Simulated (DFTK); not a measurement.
# Ru (P6_3/mmc) in DFTK: reference runs

Reference runs on Ru: the cell as given.

Program: DFTK 0.8.2. These are calculated values, not measurements. Logs are shortened: lines on timing, memory, paths and dates and some standing lists are left out, and cuts for length are marked.

## (1) The structure

The structure is hexagonal, space group P6_3/mmc (No. 194). The conventional cell has a = 2.706 Å, b = 2.706 Å, c = 4.282 Å, α = 90.00°, β = 90.00°, γ = 120.00°. Ru (site symmetry -6m2) is surrounded by 12 Ru at 2.65 to 2.71 Å.

## (2) Single point, PBE

run.jl

```julia
using DFTK
using PseudoPotentialData
using Unitful, UnitfulAtomic
using LinearAlgebra, Printf
include("save.jl")
disable_threading()

# lattice vectors are the columns
lattice = austrip(1u"Å") * [        2.7058        -1.3529            0.0;
                      0.0   2.3432915376            0.0;
                      0.0            0.0         4.2819]
symbols   = [:Ru, :Ru]
positions = [[0.6666666667, 0.3333333333, 0.75],
             [0.3333333333, 0.6666666667, 0.25]]
pseudopotentials = PseudoFamily("dojo.nc.sr.pbe.v0_4_1.standard.upf")
elements = Dict(s => ElementPsp(s, pseudopotentials) for s in unique(symbols))
atoms    = [elements[s] for s in symbols]

build_model(lattice, positions; symmetries=true) =
    model_DFT(lattice, atoms, positions;
              functionals=PBE(),
              temperature=austrip(0.05u"eV"),
              smearing=Smearing.FermiDirac(),
              symmetries)
Ecut  = 42.0  # hartree
kgrid = [11, 11, 6]
tol   = 1e-6
to_GPa = ustrip(uconvert(u"GPa", 1u"hartree/bohr^3"))

model = build_model(lattice, positions)
basis = PlaneWaveBasis(model; Ecut, kgrid)
display(basis)
scfres = self_consistent_field(basis;
                               tol,
                               nbandsalg=AdaptiveBands(model; n_bands_converge=21))
display(scfres.energies)
@printf "Fermi level: %.6f eV\n" ustrip(auconvert(u"eV", something(scfres.εF, NaN)))
forces = compute_forces_cart(scfres)
println("Forces (eV/Å)")
for (s, f) in zip(symbols, forces)
    @printf "%-3s %12.6f %12.6f %12.6f\n" s ustrip.(auconvert.(u"eV/Å", f))...
end
stress = compute_stresses_cart(scfres)
println("Stress (GPa)")
display(round.(stress * to_GPa; digits=4))
println("Levels at the first k-point (eV): ", round.(ustrip.(auconvert.(u"eV", scfres.eigenvalues[1][1:scfres.n_bands_converge])); digits=4))
save_scf!(scfres; forces, stress)
```

Potentials or basis: dojo.nc.sr.pbe.v0_4_1.standard.upf (PBE).

Launch:

```sh
julia --threads=1 run.jl  # save.jl only writes the numbers to a file and isn't shown; printed stress counts tension as positive; times include loading and compiling
```

What it wrote:

```text
PlaneWaveBasis discretization:

    Ecut                 : 42.0 Ha
    fft_size             : (32, 32, 50), 51200 total points
    kgrid                : MonkhorstPack([11, 11, 6])
    num.   red. kpoints  : 726
    num. irred. kpoints  : 64

    Discretized Model(gga_x_pbe+gga_c_pbe, 3D):
        lattice (in Bohr)    : [5.11322   , -2.55661  , 0         ]
                               [0         , 4.42818   , 0         ]
                               [0         , 0         , 8.09162   ]
        unit cell volume     : 183.21 Bohr³

        atoms                : Ru₂
        pseudopot. family    : PseudoFamily("dojo.nc.sr.pbe.v0_4_1.standard.upf")

        num. electrons       : 32
        spin polarization    : none
        temperature          : 0.0018375 Ha
        smearing             : DFTK.Smearing.FermiDirac()

        terms                : Kinetic()
                               AtomicLocal()
                               AtomicNonlocal()
                               Ewald(nothing)
                               PspCorrection()
                               Hartree()
                               Xc(gga_x_pbe, gga_c_pbe)
                               Entropy()
n     Energy            log10(ΔE)   log10(Δρ)   Diag   Δtime
---   ---------------   ---------   ---------   ----   ------
  1   -202.0888069515                   -0.56    4.7    10.4s
  2   -202.1448853881       -1.25       -0.88    1.9    6.57s
  3   -202.1622277808       -1.76       -1.50    2.9    6.85s
  4   -202.1626148103       -3.41       -2.05    1.0    5.41s
  5   -202.1627023551       -4.06       -2.36    2.2    6.08s
  6   -202.1627050072       -5.58       -2.56    1.1    5.43s
  7   -202.1627117082       -5.17       -2.98    1.5    4.81s
  8   -202.1627128586       -5.94       -3.85    2.1    5.51s
  9   -202.1627128818       -7.64       -4.39    3.6    5.97s
 10   -202.1627128833       -8.81       -4.94    2.5    6.51s
 11   -202.1627128833      -10.89       -5.20    2.6    5.42s
 12   -202.1627128834      -10.77       -5.56    1.8    4.62s
 13   -202.1627128834      -11.29       -6.63    2.1    6.12s
Energy breakdown (in Ha):
    Kinetic             65.2166773
    AtomicLocal         -120.2337413
    AtomicNonlocal      15.5893103
    Ewald               -163.9922064
    PspCorrection       7.0281294
    Hartree             28.3790920
    Xc                  -34.1493560
    Entropy             -0.0006181

    total               -202.162712883371
Fermi level: 17.662683 eV
Forces (eV/Å)
Ru     -0.000002    -0.000001     0.000000
Ru      0.000000    -0.000002     0.000000
Stress (GPa)
3×3 StaticArraysCore.SMatrix{3, 3, Float64, 9} with indices SOneTo(3)×SOneTo(3):
 -5.0126   0.0      0.0
  0.0     -5.0126   0.0
  0.0      0.0     -4.9741
Levels at the first k-point (eV): [-55.4231, -55.2186, -25.9127, -24.9777, -24.9777, -24.8073, -24.8073, -24.7662, 9.7353, 11.5208, 15.131, 15.131, 15.3056, 15.8132, 15.8132, 16.3394, 16.3394, 18.9159, 18.9159, 19.0122, 28.0425]
```

It took 2.2 min on 1 thread of Intel Xeon Platinum 8488C (Sapphire Rapids), shared host; peak memory 1.9 GiB.

What came out:

```yaml
Free_energy: -5501.1277 eV
Pressure: 5.0 GPa
Band_gap_on_the_k_mesh: none (metal or under the smearing width)
```
